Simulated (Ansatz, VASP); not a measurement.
CoSi: VASP beside Ansatz

```
Co Si
1.0
     4.38312    0.00000    0.00000
     0.00000    4.38312    0.00000
     0.00000    0.00000    4.38312
Co Si
4 4
Direct
  0.85410 0.64590 0.35410
  0.64590 0.35410 0.85410
  0.35410 0.85410 0.64590
  0.14590 0.14590 0.14590
  0.15654 0.34346 0.65654
  0.34346 0.65654 0.15654
  0.65654 0.15654 0.34346
  0.84346 0.84346 0.84346
```

The cell is a database's computed one.

Alike in both runs: task relaxation of cell and atoms; functional PBE; k mesh 4 × 4 × 4; occupations gaussian, width 0.1 eV; no spin polarisation.

|  | VASP | Ansatz |
| --- | --- | --- |
| version | VASP 6.6.1 | Ansatz 0.2.0 |
| potentials or method | VASP PAW PBE potentials, release 64 (Co, Si) | scalar-relativistic, plane waves, PAW |
| plane-wave cutoff (eV) | 600 | 420 |
| valence electrons in the cell | 52 | 84 |

```csv
,VASP,Ansatz,Ansatz less VASP
"gap on the k mesh at the Fermi level, each at its own relaxed structure (eV)",none,none,-
relaxed volume (Å³/atom),10.85,10.86,+0.007
relaxed cell length with the largest relative difference (Å),4.428,4.429,+0.0010
energy change over the relaxation (meV/atom),-8,-8,-0.3
```

A gap of «none» marks a metal or a gap that the smearing closes. The two sets of potentials don't hold the same shells in valence.

Spin polarisation is off, so any magnetic state and its effect on volume and gap are missing.
